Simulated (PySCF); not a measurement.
Compound: C₃H₆O.
Z-matrix (Å and degrees, GFN2-xTB geometry), rows numbered from 1:
```
C 
C   1  1.5220
C   2  1.5008  1  112.71
O   3  1.1973  2  125.92  1    -0.33
H   1  1.0867  2  110.66  3  -179.78
H   1  1.0869  2  110.18  3    59.71
H   1  1.0869  2  110.10  3   -59.31
H   2  1.0938  1  110.98  3   120.69
H   2  1.0939  1  111.01  3  -120.72
H   3  1.1101  2  113.06  1   179.65
```

Computed with CAM-B3LYP/def2-SVPD in PySCF (dipole) on a GFN2-xTB geometry, gas phase.

Take the most abundant isotopes and a rigid rotor. The values belong to one conformer with, in the numbering `[CH3:1][CH2:2][CH:3]=[O:4]`, C1–C2–C3–O4 0°.

Problem. What are A, B and C (cm⁻¹)?

Solution. Ia = 30.02, Ib = 84.85, Ic = 108.64 u·Å²; 505379 MHz·u·Å²/I gives 16836, 5956 and 4652 MHz, that is A = 0.56159, B = 0.19869, C = 0.15517 cm⁻¹.

Problem. Classify the top.

Solution. An asymmetric top; Ray's κ = -0.786.

Problem. What does the inertial defect say?

Solution. Not planar: Δ = Ic − Ia − Ib = -6.23 u·Å². For a rigid frame Δ = −2 Σ m c², so Σ m c² = 3.11 u·Å² lies off the ab plane, practically all of it from hydrogen. The atom farthest from that plane is 0.88 Å away.

Problem. Give the other two planar moments, Paa and Pbb, and the rms extents of the mass along the axes.

Solution. Paa = Σ m a² = (Ib + Ic − Ia)/2 = 81.73 and Pbb = Σ m b² = (Ia + Ic − Ib)/2 = 26.90 u·Å². With the mass M = 58.04 u, the rms extents √(P/M) along a, b and c are 1.19, 0.68, 0.23 Å.

Problem. Give the coordinates in the principal-axis frame, origin at the centre of mass.

Solution. The sense of each axis is arbitrary; atoms in the order of the calculation.
```csv
atom,mass (u),a (Å),b (Å),c (Å)
C1,12.000,-1.474,0.572,0.001
C2,12.000,-0.677,-0.724,-0.001
C3,12.000,0.806,-0.493,0.001
O4,15.995,1.351,0.573,-0.001
H5,1.008,-2.541,0.366,0.003
H6,1.008,-1.230,1.163,-0.878
H7,1.008,-1.227,1.161,0.880
H8,1.008,-0.917,-1.333,0.875
H9,1.008,-0.915,-1.329,-0.881
H10,1.008,1.393,-1.435,0.006
```

Problem. List the rotational levels J(Ka,Kc) to J = 5 (MHz).

Solution. Above 0(0,0):
J = 1: 1(0,1) 10608, 1(1,1) 21488, 1(1,0) 22793
J = 2: 2(0,2) 31715, 2(1,2) 41400, 2(1,1) 45314, 2(2,1) 77953, 2(2,0) 78064
J = 3: 3(0,3) 63104, 3(1,3) 71203, 3(1,2) 79024, 3(2,2) 109778, 3(2,1) 110325, 3(3,1) 167504, 3(3,0) 167510
J = 4: 4(0,4) 104478, 4(1,4) 110823, 4(1,3) 123827, 4(2,3) 152126, 4(2,2) 153732, 4(3,2) 210142, 4(3,1) 210183, 4(4,1) 290682, 4(4,0) 290682
J = 5: 5(0,5) 155516, 5(1,5) 160179, 5(1,4) 179584, 5(2,4) 204923, 5(2,3) 208531, 5(3,3) 263506, 5(3,2) 263669, 5(4,2) 343969, 5(4,1) 343971, 5(5,1) 447529, 5(5,0) 447529
Those of J = 1 are B + C, A + C and A + B.

Problem. Which types of transition are allowed, and where do some lines up to J = 4 fall?

Solution. The dipole components are |μa| = 1.81 D, |μb| = 2.20 D, |μc| = 0.00 D; the mirror of this Cs structure is the ab plane, so μc vanishes by symmetry and there are no c-type lines. Intensities carry the squares of the components, which stand as 0.68 : 1.00 (a : b). Some lines, for components of 0.1 D or more:

| type | branch | J(Ka,Kc) | MHz | lower level (cm⁻¹) |
| --- | --- | --- | --- | --- |
| b | R | 3(1,2) ← 2(2,1) | 1071 | 2.600 |
| a | Q | 1(1,0) ← 1(1,1) | 1304 | 0.717 |
| a | Q | 2(1,1) ← 2(1,2) | 3913 | 1.381 |
| b | Q | 1(1,0) ← 1(0,1) | 12184 | 0.354 |
| b | R | 3(0,3) ← 2(1,2) | 21703 | 1.381 |
| b | Q | 3(2,1) ← 3(1,2) | 31301 | 2.636 |
| a | R | 3(0,3) ← 2(0,2) | 31389 | 1.058 |
| a | R | 3(2,2) ← 2(2,1) | 31825 | 2.600 |
| b | R | 4(0,4) ← 3(1,3) | 33275 | 2.375 |
| a | R | 3(1,2) ← 2(1,1) | 33710 | 1.512 |
| a | R | 4(3,1) ← 3(3,0) | 42673 | 5.588 |
| a | R | 4(2,2) ← 3(2,1) | 43407 | 3.680 |
| a | R | 4(1,3) ← 3(1,2) | 44803 | 2.636 |
| b | R | 2(2,0) ← 1(1,1) | 56575 | 0.717 |
| b | Q | 3(3,0) ← 3(2,1) | 57185 | 3.680 |
| b | Q | 3(3,1) ← 3(2,2) | 57726 | 3.662 |
| b | R | 3(2,1) ← 2(1,2) | 68925 | 1.381 |

Problem. Estimate the classical rotational partition function at 10 K, 200 K and 298.15 K.

Solution. Point group Cs, symmetry number σ = 1; q = (√π/σ)·√((kT/h)³/(ABC)), k/h = 20836.6 MHz/K: 247 at 10 K, 22100 at 200 K, 40200 at 298.15 K.

Whether it is a minimum is left open (no frequencies). Constants of a rigid frame at the computed geometry: no zero-point averaging, no centrifugal distortion. A rigid rotor knows nothing of internal rotation, which can split or shift real lines.
